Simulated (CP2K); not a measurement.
SnSe under changes of volume

One of the cells (27.271 Å³/atom); the others are scaled copies at fixed shape and fractional positions:

```
Sn Se
1.0
     4.25678    0.00000    0.00000
     2.12839    3.68648    0.00000
     2.12839    1.22883    3.47565
Sn Se
1 1
Direct
  0.00000 0.00000 0.00000
  0.50000 0.50000 0.50000
```

Measurements of this composition are mostly on another form, of space group No. 62.

- Program: CP2K 2026.2
- Functional: r2SCAN
- Potentials or basis: POTENTIAL_UZH Sn GTH-SCAN-q4, Se GTH-SCAN-q6; TZVP-MOLOPT-SCAN-GTH basis
- Density cutoff: 9184 eV
- k mesh: 8 × 8 × 8
- Occupations: fermi-dirac, width 0.0259 eV
- Spin: no spin polarisation

```csv
volume (Å³/atom),energy over the lowest point (meV/atom),pressure (GPa),gap on the mesh (eV)
25.635,1.28,1.0,0.70
26.180,0.00,-0.2,0.60
26.725,2.44,-1.2,0.51
27.271,8.26,-2.2,0.42
27.816,?,?,?
28.362,28.62,-3.8,0.26
28.907,42.58,-4.4,0.18
```

Question: What does the run at 27.816 Å³/atom give?

Answer: Energy over the lowest point 17.09 meV/atom; pressure -3.0 GPa; gap on the mesh 0.34 eV.

Worked out: A Birch-Murnaghan fit of order 3 (a polynomial in V^(-2/3)) to the other rows has its minimum at 26.09 Å³/atom with B0 = V·E''(V) = 53 GPa and B' = 4.1. It gives 17.07 meV/atom at 27.816 Å³/atom, against the run's 17.09, and -dE/dV = -3.0 GPa, against -3.0. A straight line through the other rows of the gap, of slope -4.3 eV per unit of ln V (its deformation potential), gives 0.34 eV, against the run's 0.34.

Energies are extrapolated to zero smearing.

Caveats: spin-orbit coupling is left out, which moves the levels of the heavy elements; the basis of atomic orbitals isn't converged, which shifts pressures, moduli and gaps.

A mesh can miss the band edges.
